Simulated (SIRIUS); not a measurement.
Runs of SIRIUS 7.12.0 on NiO. The structure is cubic, space group Fm-3m (No. 225). Conventional cell: a = 4.172 Å, b = 4.172 Å, c = 4.172 Å, α = 90.00°, β = 90.00°, γ = 90.00°. Ni (site symmetry m-3m) has 6 O at 2.09 Å as nearest neighbours. O (site symmetry m-3m) is surrounded by 6 Ni at 2.09 Å. 

```tsv
task	level	spin	cell	k mesh	libxc names	mixing beta	optimizer	fmax	max steps	mesh quality	gap on the mesh (eV)	pressure (GPa)	moment (μB)	relaxed volume (Å³/atom)
single point	PBE	collinear, ferromagnetic start	as given	11 × 11 × 11	["XC_GGA_X_PBE", "XC_GGA_C_PBE"]	0.5	-	-	-	not flagged	-	(a)	1.83	-
single point	PBE	off	as given	5 × 5 × 5	["XC_GGA_X_PBE", "XC_GGA_C_PBE"]	0.7	-	-	-	coarse	none	-3.6	-	-
single point	PBE	collinear, ferromagnetic start	as given	5 × 5 × 5	["XC_GGA_X_PBE", "XC_GGA_C_PBE"]	0.5	-	-	-	coarse	none	5.2	1.78	-
relaxation of cell and atoms	RPBE+D4	collinear, ferromagnetic start	relaxed	5 × 5 × 5	["XC_GGA_X_RPBE", "XC_GGA_C_PBE"]	0.5	BFGS	0.02 eV/Å	30	coarse	-	0.0	1.84	9.20
relaxation of cell and atoms	RPBE+D3(BJ)	collinear, ferromagnetic start	relaxed	5 × 5 × 5	["XC_GGA_X_RPBE", "XC_GGA_C_PBE"]	0.5	BFGS	0.02 eV/Å	30	coarse	-	0.0	(b)	(c)
```

Alike in all rows: potentials or basis PseudoDojo 0.4.1 PBE standard (scalar relativistic); cutoff (eV) 1333; smearing fermi-dirac 0.05 eV.

Task: Fill in the values left out.

Result: (a) 6.0; (b) 1.80; (c) 8.97.

Caveats: some runs use coarse meshes; a cell with one magnetic atom can't hold antiferromagnetic order, which such compounds often take (some runs); the program's gap line is unreliable for spin-polarised or charged cells, so no gap is listed (some runs); semilocal functionals often make such compounds metallic where correlation or magnetic order opens a gap, which also shifts bond lengths (some runs); the potentials were made for another functional, which shifts forces and pressure (some runs).

A gap of «none» marks a metal or a gap under the smearing width.
